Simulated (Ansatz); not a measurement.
A crystal relaxed with r2SCAN+rVV10 in Ansatz 0.2.0 has space group Pnma (No. 62) and a = 6.350 Å, b = 3.858 Å, c = 7.616 Å.

```json
{"atom": "Xx", "site": "4c", "x": "0.7454", "y": "0.7500", "z": "0.1083"}
{"atom": "F", "site": "4c", "x": "0.1404", "y": "0.7500", "z": "0.0624"}
{"atom": "F", "site": "4c", "x": "0.5313", "y": "0.7500", "z": "0.8427"}
```

With r2SCAN the valence top lies at Y–Γ (0.25 of the way from Y) and the conduction bottom at Γ, 4.69 eV higher; the smallest vertical gap, at Γ–Z (0.20 of the way from Γ), is 4.97 eV. The LDA gap is indirect, 4.10 eV (Y–Γ (0.25 of the way from Y) to Γ), below the direct gap of 4.38 eV at Γ–Z (0.20 of the way from Γ). Meshes: r2SCAN 4×6×4, LDA 4×6×4.

Q: Which element is Xx?
A. Ge
B. C
C. Pb
D. Si

A: C. Xx is Pb: a 12-atom cell of PbF2 started from a crystallographic database. Pb has 9 F at 2.44–2.99 Å; F has 4 Pb at 2.44–2.59 Å; F has 5 Pb at 2.44–2.99 Å.

Spin-unpolarised throughout; all numbers are computed.

Spin-orbit coupling is left out; in compounds of Pb, Bi, Tl or Hg it can lower a gap by up to about 1 eV, split its edges or invert the bands.

Where an edge lies off the special points, it is a point of the mesh or the k point where a search put PBE's edge or least direct gap, reused for the other functionals, whose own edges may lie a little apart.
